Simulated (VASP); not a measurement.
Here is a VASP 6.6.1 calculation.

The input INCAR:

```
ALGO = Normal
EDIFF = 1E-7
ENCUT = 500
GGA = PE
ISIF = 2
ISMEAR = 0
LASPH = True
LCHARG = False
LREAL = False
LWAVE = False
NBANDS = 14
NELM = 100
PREC = Accurate
SIGMA = 0.02
```

Contents of KPOINTS:

```
k-points
0
Gamma
  5 5 5
```

POSCAR

```
Sb
1.0
   -1.5765401831      1.5765401831      2.7119384313
    1.5765401831     -1.5765401831      2.7119384313
    1.5765401831      1.5765401831     -2.7119384313
Sb
1
Direct
    0.0000000000      0.0000000000      0.0000000000
```

Potentials or basis: VASP PAW PBE potentials, release 64 (Sb_d_GW).

Launch:

```console
$ cat potpaw_PBE.64/Sb_d_GW/POTCAR > POTCAR
$ mpirun -np 1 vasp_std > vasp.out
```

Q: Estimate the band gap on the k mesh.

A: None (metal or under the smearing width).

Q: What does it give for the pressure?

A: 1.7 GPa.

Stress tensor (GPa, compression positive):
```
1.84 0.00 0.00
0.00 1.84 0.00
0.00 0.00 1.54
```

Caveat: the k mesh is coarse (spacing up to 0.56 Å⁻¹), so the values aren't converged. Spin-orbit coupling is left out, which matters for the levels of Sb.
